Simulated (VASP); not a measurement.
The system is ZnSe.

```xyz
2
Lattice="0.0000 2.8207 2.8207 2.8207 0.0000 2.8207 2.8207 2.8207 0.0000" Properties=species:S:1:pos:R:3 pbc="T T T"
Zn    0.0000    0.0000    0.0000
Se    1.4103    1.4103    1.4103
```

Program: VASP 6.6.1. Alike in all runs: task band structure; cell as given; cutoff (eV) 520; smearing gaussian 0.03 eV. Hardware: 1 thread of Intel(R) Xeon(R) 6975P-C (Granite Rapids), with other jobs on the host.

Question: Order these runs on this cell by their wall time, lowest first.
A. level LDA; potentials or basis VASP PAW LDA potentials, release 64 (Zn, Se); spin off; k mesh 8 × 8 × 8
B. level r2SCAN; potentials or basis VASP PAW PBE potentials, release 64 (Zn, Se); spin off; k mesh 8 × 8 × 8
C. level TB-mBJ; potentials or basis VASP PAW PBE potentials, release 64 (Zn, Se); spin SOC, no magnetisation; k mesh 6 × 6 × 6

Answer: A (30 s), B (130 s), C (410 s).
